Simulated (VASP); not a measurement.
A run of VASP 6.6.1:

INCAR

```
PREC = Accurate
ENCUT = 520
EDIFF = 1E-7
ISMEAR = 0
SIGMA = 0.02
LREAL = F
LASPH = T
NELM = 60
ALGO = Normal
ISIF = 3
LWAVE = F
LCHARG = F
GGA = PE
IBRION = 2
NSW = 80
EDIFFG = -0.002
```

KPOINTS

```
regular mesh
0
Gamma
  12 12 12
```

The input POSCAR:

```
CaO                                     
1.0
   -0.0000000000      2.4152980002      2.4152980002
    2.4152980002     -0.0000000000      2.4152980002
    2.4152980002      2.4152980002      0.0000000000
  Ca              O             
     1     1
Direct
     0.0000000000000000    0.0000000000000000    0.0000000000000000
     0.5000000000000000    0.5000000000000000    0.5000000000000000
```

Potentials or basis: VASP PAW PBE potentials, release 64 (Ca_pv, O).

Command:

```sh
$ cat potpaw_PBE.64/Ca_pv/POTCAR potpaw_PBE.64/O/POTCAR > POTCAR
$ mpirun -np 1 vasp_std > vasp.out
```

Hardware: 1 thread of Intel(R) Xeon(R) Platinum 8488C (Sapphire Rapids), on a shared host.

Estimate the wall time of this run.

Wall time 29 s on 1 thread of Intel(R) Xeon(R) Platinum 8488C (Sapphire Rapids) (shared host), peak memory 0.18 GiB. Counts: scf iterations 23, k points 72, ion steps 3.
